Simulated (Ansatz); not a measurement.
# C: relaxation, part 2 of 2

Aim: relax C.

Ansatz 0.2.0; DFT LDA, scalar-relativistic, plane waves, PAW.

## (4) Relaxing cell and atoms

A COD entry behind a cell of this session may itself be a prediction, so a difference from it is no test against experiment.

File input.yaml:

```yaml
crystal:
  lattice:
    - [2.4900643242, 0.0, 0.0]
    - [-1.2450321621, 2.1564589618, 0.0]
    - [0.0, 0.0, 8.21396591]
  atoms:
    - { symbol: C, position: [0.0, 0.0, 0.0929304127] }
    - { symbol: C, position: [0.0, 0.0, 0.5929304127] }
    - { symbol: C, position: [0.0, 0.0, 0.4070695873] }
    - { symbol: C, position: [0.0, 0.0, 0.9070695873] }
    - { symbol: C, position: [0.3333333333, 0.6666666667, 0.1555685099] }
    - { symbol: C, position: [0.6666666667, 0.3333333333, 0.6555685099] }
    - { symbol: C, position: [0.3333333333, 0.6666666667, 0.3444314901] }
    - { symbol: C, position: [0.6666666667, 0.3333333333, 0.8444314901] }
basis:
  ecutwfc: 420
kpoints:
  mp_grid: { grid: [12, 12, 4] }
hamiltonian:
  xc: lda
  pseudopotentials: { kind: paw, azcp: { folder: soft_1 } }
scf:
  occupations: { method: gaussian, width: 0.02 }
output:
  forces: true
  stress: true
  eigenvalues: true
  write_density: true
  write_potential: true
  elf: true
  volumetric_format: npy
relax:
  adjacent_minimum: "off"
  f_tol: 0.005
  max_steps: 80
  cell: { stress_tol: 0.05 }
```

On the command line:

```
> ansatz run input.yaml --threads 4 --pin off --max-ram 8192MiB --backend cpu --events-out ev --progress --plain --runs-dir out
```

The program printed, shortened:

```text
Warning: <dir> the record states the generating functional pbe (its physics header spells it `PBE`), which answers neither for hamiltonian.xc's functional nor for the lda family's — results may be inconsistent (PPs are generated against a specific XC)
Warning: RAYON_NUM_THREADS=4 ignored (pool sized by the plan → 4); use --threads N
[...]
Pseudopotentials: kind: paw
Pseudopotential: C, paw, valence charge 4, recommended cutoff 420 eV (normal), <dir>
Functional definition: SPW92
[...]
Crystal: 8 atoms, lattice volume = 44.107 Å³
Basis set: ecut = 420 eV, 837 PW (Γ)
Bands: 24, of which v1, the nominal top of the filled ones, is band 16 counted from 1 (15 counted from 0)
Symmetry: 24 space group operations
Space group: P63/mmc (ITA 194), of the structure as read, at distance tolerance 3.5e-5 Å
k-points: 57 of 576
[...]
SCF iter   1: F=—  HF=-1946.798603 eV  |F-HF|=—  |Δ(HF+E_count)|=         —  Δρ=1.46e-1  dr2=6.72e0  ethr=3.10e-3  ⟨swp⟩=6.1  Hψ=6394  notcnv=0
[...]
[... band rows left out ...]
[...]
--- Relaxed structure (4 steps of the walk, 4 accepted, 2 SCFs on fresh bases) ---
  F+E_penalty+E_count = -1943.88926715 eV   max|allowed force component| = 5.602e-4 eV/Å   (the final SCF, on the basis selected at the relaxed cell)
  cell:  # Å, volume = 44.0903 Å³
    - [2.4895821026961924, 0.0, -5.65550759588199e-35]
    - [-1.2447910513480962, 2.156041345741982, -7.14624590442308e-21]
    - [-1.8655801838131986e-34, -2.7220096131212496e-20, 8.214085551273]
  atoms:
    - { symbol: C, position: [1.3548067478483954e-22, 2.7096134956837475e-22, 0.09293425717170592] }
    - { symbol: C, position: [1.3548067478331215e-22, 2.709613495675361e-22, 0.592934257171706] }
    - { symbol: C, position: [-1.3548067478352167e-22, -2.7096134956767453e-22, 0.40706574282829405] }
    - { symbol: C, position: [-1.3548067478469867e-22, -2.7096134956823877e-22, 0.9070657428282942] }
    - { symbol: C, position: [0.3333333333333333, 0.6666666666666667, 0.1555434843760618] }
    - { symbol: C, position: [0.6666666666666667, 0.3333333333333333, 0.6555434843760619] }
    - { symbol: C, position: [0.3333333333333333, 0.6666666666666667, 0.34445651562393825] }
    - { symbol: C, position: [0.6666666666666667, 0.3333333333333333, 0.8444565156239382] }
```

Wall time 9.4 s (4 threads of Intel Xeon Platinum 8259CL at 2.50GHz (Skylake/Cascade Lake), shared host); peak memory 0.43 GiB.

The steps of the relaxation:

| step | E - E(step 1) (eV/cell) | largest force component (eV/Å) | pressure (GPa) | volume (Å³) |
| --- | --- | --- | --- | --- |
| 1 | 0.0000 | 0.0142 | -0.18 | 44.11 |
| 2 | -0.0001 | 0.0087 | -0.07 | 44.10 |
| 3 | -0.0001 | 0.0007 | 0.01 | 44.09 |
| 4 | 0.0000 | 0.0007 | 0.01 | 44.09 |
| 5 | 0.0000 | 0.0006 | 0.00 | 44.09 |
| 6 | 0.0000 | 0.0006 | 0.00 | 44.09 |

Step 1 is the start. Steps 4, 6 each repeat the geometry before them on a plane-wave basis chosen anew, so the energy can jump there without any move.

|  | before | after | change |
| --- | --- | --- | --- |
| a (Å) | 2.490 | 2.490 | 0.0 % |
| b (Å) | 2.490 | 2.490 | 0.0 % |
| c (Å) | 8.214 | 8.214 | 0.0 % |
| volume (Å³/atom) | 5.51 | 5.51 | 0.0 % |
| shortest distance (Å) | 1.527 | 1.527 | 0.0 % |
| space group (0.01 Å) | P6_3/mmc | P6_3/mmc | same |

The run keeps the 24 symmetry operations of the start, so it could not have lowered the symmetry.

Density in a lattice plane of the grid's cell (edges 2.49 and 8.21 Å, at 0.000 of the third edge), which holds C.

Ten even steps from '0' (0.17 e/Å³) to '9' (1.91 e/Å³):
```
97310137
78632368
66433346
11112111
00011100
11112111
66433346
78632368
97310137
86200026
97310137
78632368
66433346
11112111
00011100
11112111
66433346
78632368
97310137
86200026
```
Columns run along the first of these edges and rows up along the second, over one cell in 8 and 20 even steps from the bottom left corner. Atoms in the plane (fractional): C at (0.00, 0.09), C at (0.00, 0.59), C at (1.00, 0.41), C at (1.00, 0.91).

ELF in the same plane.

Ten even steps from '0' (0.02) to '9' (0.93):
```
55632365
03875783
36876786
33444443
00134310
33444443
36876786
03875783
55632365
99510159
55632365
03875783
36876786
33444443
00134310
33444443
36876786
03875783
55632365
99510159
```
Columns run along the first of these edges and rows up along the second, over one cell in 8 and 20 even steps from the bottom left corner. Atoms in the plane (fractional): C at (0.00, 0.09), C at (0.00, 0.59), C at (1.00, 0.41), C at (1.00, 0.91).

Both are smooth fields of the valence electrons: close to the nuclei they are not physical.

Maxima of ELF outside the ion cores: 0.94 on the C–C line, 0.7 Å from C.

## (5) Outcome

This closing draws on all 2 parts. Changes of volume or cell count from the first structure of part 1.

| quantity | value |
| --- | --- |
| relaxed cell | a = 2.490 Å, b = 2.490 Å, c = 8.214 Å, α = 90.00°, β = 90.00°, γ = 120.00° |
| space group (0.01 Å) | P6_3/mmc (No. 194) |
| volume | 5.51 Å³/atom |
| gap on the mesh | 4.59 eV |

What this shows: Relaxation lowered the volume by 2.8 %. LDA usually gives cells that are too small.
